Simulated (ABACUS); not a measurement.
# Cr (Im-3m) in ABACUS: equation of state, part 2 of 2

ABACUS 3.10.1. Earlier steps stand in the parts before.

## Step 3: Equation of state, PBEsol, collinear spin, ferromagnetic start, 12.56 Å³/atom (volume scaled by 0.96)

The input, INPUT:

```
INPUT_PARAMETERS
suffix              Cr
calculation         scf
basis_type          pw
pseudo_dir          ./
symmetry            1
dft_functional      pbesol
ecutwfc             95
pseudo_rcut         7
nspin               2
nbands              13
ks_solver           dav
smearing_method     fd
smearing_sigma      0.00367493
scf_thr             1e-08
scf_nmax            100
mixing_type         broyden
mixing_beta         0.4
cal_force           1
cal_stress          1
kpar                4
```

The input, STRU:

```
ATOMIC_SPECIES
Cr 51.9961 Cr.upf

LATTICE_CONSTANT
1.8897261246

LATTICE_VECTORS
-1.4643870875 1.4643870875 1.4643870875
1.4643870875 -1.4643870875 1.4643870875
1.4643870875 1.4643870875 -1.4643870875

ATOMIC_POSITIONS
Direct

Cr
0.0
1
0.0000000000 0.0000000000 0.0000000000 1 1 1 mag 3
```

The input, KPT:

```
K_POINTS
0
Gamma
12 12 12 0 0 0
```

Potentials or basis: PseudoDojo NC SR 0.4.1 PBEsol standard, plane waves.

Command:

```bash
$ OMP_NUM_THREADS=1 mpirun -np 4 abacus > log
```

It took 6.7 s on 4 MPI ranks of Intel Xeon 6975P-C (Granite Rapids), shared host; peak memory 0.28 GiB.

The run converged. Its results:

- Free energy: -2419.0411 eV
- Pressure: -26.3 GPa
- Band gap on the k mesh: none (metal or under the smearing width)
- Net moment: 0.00 μB per cell
- Absolute moment: 0.00 μB per cell

Caveat: the starting moments collapsed, and a magnetic state may lie lower.

## Step 4: Equation of state, PBEsol, collinear spin, ferromagnetic start, 12.82 Å³/atom (volume scaled by 0.98)

INPUT is that of step 3.

The input, STRU:

```
ATOMIC_SPECIES
Cr 51.9961 Cr.upf

LATTICE_CONSTANT
1.8897261246

LATTICE_VECTORS
-1.4744866279 1.4744866279 1.4744866279
1.4744866279 -1.4744866279 1.4744866279
1.4744866279 1.4744866279 -1.4744866279

ATOMIC_POSITIONS
Direct

Cr
0.0
1
0.0000000000 0.0000000000 0.0000000000 1 1 1 mag 3
```

KPT is that of step 3.

Command:

```bash
$ OMP_NUM_THREADS=1 mpirun -np 4 abacus > log
```

Run time: 6.7 s. Hardware: 4 MPI ranks of Intel Xeon 6975P-C (Granite Rapids), shared host; peak memory 0.28 GiB.

Results (log left out):

* Free energy: -2418.9955 eV
* Pressure: -29.5 GPa
* Band gap on the k mesh: none (metal or under the smearing width)
* Net moment: 0.00 μB per cell
* Absolute moment: 0.00 μB per cell

Caveat: the starting moments collapsed, and a magnetic state may lie lower.

## Step 5: Equation of state, PBEsol, collinear spin, ferromagnetic start, 13.08 Å³/atom

INPUT is that of step 4.

The input, STRU:

```
ATOMIC_SPECIES
Cr 51.9961 Cr.upf

LATTICE_CONSTANT
1.8897261246

LATTICE_VECTORS
-1.4844496776 1.4844496776 1.4844496776
1.4844496776 -1.4844496776 1.4844496776
1.4844496776 1.4844496776 -1.4844496776

ATOMIC_POSITIONS
Direct

Cr
0.0
1
0.0000000000 0.0000000000 0.0000000000 1 1 1 mag 3
```

KPT is that of step 4.

Command:

```bash
$ OMP_NUM_THREADS=1 mpirun -np 4 abacus > log
```

Wall time 4.2 s (4 MPI ranks of Intel Xeon 6975P-C (Granite Rapids), shared host); peak memory 0.28 GiB.

Results (log left out):

```yaml
Free_energy: -2418.9450 eV
Pressure: -32.3 GPa
Band_gap_on_the_k_mesh: none (metal or under the smearing width)
Net_moment: 0.00 μB per cell
Absolute_moment: 0.00 μB per cell
```

Caveat: the starting moments collapsed, and a magnetic state may lie lower.

## Step 6: Equation of state, PBEsol, collinear spin, ferromagnetic start, 13.35 Å³/atom (volume scaled by 1.02)

INPUT is that of step 5.

The input, STRU:

```
ATOMIC_SPECIES
Cr 51.9961 Cr.upf

LATTICE_CONSTANT
1.8897261246

LATTICE_VECTORS
-1.4942807567 1.4942807567 1.4942807567
1.4942807567 -1.4942807567 1.4942807567
1.4942807567 1.4942807567 -1.4942807567

ATOMIC_POSITIONS
Direct

Cr
0.0
1
0.0000000000 0.0000000000 0.0000000000 1 1 1 mag 3
```

KPT is that of step 5.

Potentials or basis: PseudoDojo NC SR 0.4.1 PBEsol standard, plane waves.

Command:

```bash
$ OMP_NUM_THREADS=1 mpirun -np 4 abacus > log
```

Run time: 4.1 s. Hardware: 4 MPI ranks of Intel Xeon 6975P-C (Granite Rapids), shared host; peak memory 0.32 GiB.

It converged, with:

| Property | Result |
| --- | --- |
| Free energy | -2418.8902 eV |
| Pressure | -34.8 GPa |
| Band gap on the k mesh | none (metal or under the smearing width) |
| Net moment | 0.00 μB per cell |
| Absolute moment | 0.00 μB per cell |

Caveat: the starting moments collapsed, and a magnetic state may lie lower.

## Step 7: Equation of state, PBEsol, collinear spin, ferromagnetic start, 13.61 Å³/atom (volume scaled by 1.04)

INPUT is that of step 6.

The input, STRU:

```
ATOMIC_SPECIES
Cr 51.9961 Cr.upf

LATTICE_CONSTANT
1.8897261246

LATTICE_VECTORS
-1.5039841504 1.5039841504 1.5039841504
1.5039841504 -1.5039841504 1.5039841504
1.5039841504 1.5039841504 -1.5039841504

ATOMIC_POSITIONS
Direct

Cr
0.0
1
0.0000000000 0.0000000000 0.0000000000 1 1 1 mag 3
```

KPT is that of step 6.

Command:

```bash
$ OMP_NUM_THREADS=1 mpirun -np 4 abacus > log
```

Wall time 4.1 s (4 MPI ranks of Intel Xeon 6975P-C (Granite Rapids), shared host); peak memory 0.32 GiB.

It converged, with:

```
Free energy            : -2418.8316 eV
Pressure               : -37.0 GPa
Band gap on the k mesh : none (metal or under the smearing width)
Net moment             : 0.00 μB per cell
Absolute moment        : 0.00 μB per cell
```

Caveat: the starting moments collapsed, and a magnetic state may lie lower.

## Step 8: Equation of state, PBEsol, collinear spin, ferromagnetic start, 13.87 Å³/atom (volume scaled by 1.06)

INPUT is that of step 7.

The input, STRU:

```
ATOMIC_SPECIES
Cr 51.9961 Cr.upf

LATTICE_CONSTANT
1.8897261246

LATTICE_VECTORS
-1.5135639255 1.5135639255 1.5135639255
1.5135639255 -1.5135639255 1.5135639255
1.5135639255 1.5135639255 -1.5135639255

ATOMIC_POSITIONS
Direct

Cr
0.0
1
0.0000000000 0.0000000000 0.0000000000 1 1 1 mag 3
```

KPT is that of step 7.

Command:

```bash
$ OMP_NUM_THREADS=1 mpirun -np 4 abacus > log
```

Wall time 4.1 s (4 MPI ranks of Intel Xeon 6975P-C (Granite Rapids), shared host); peak memory 0.32 GiB.

It converged, with:

- Free energy: -2418.7697 eV
- Pressure: -38.9 GPa
- Band gap on the k mesh: none (metal or under the smearing width)
- Net moment: 0.00 μB per cell
- Absolute moment: 0.00 μB per cell

Caveat: the starting moments collapsed, and a magnetic state may lie lower.

## Step 9: Equation of state, PBEsol, collinear spin, ferromagnetic start

Potentials or basis: PseudoDojo NC SR 0.4.1 PBEsol standard, plane waves.

This step only gathers the single runs of the series.

Results:

- Equilibrium volume: 11.15 Å³/atom (rough: see the caveat)
- Bulk modulus: 287 GPa (rough)

Energy against volume, from the lowest point:
```tsv
volume (Å³/atom)	energy (meV/atom)
12.299	0.00
12.561	40.02
12.823	85.62
13.084	136.13
13.346	190.94
13.608	249.54
13.870	311.44
```

Caveat: the minimum lies outside the volumes run.
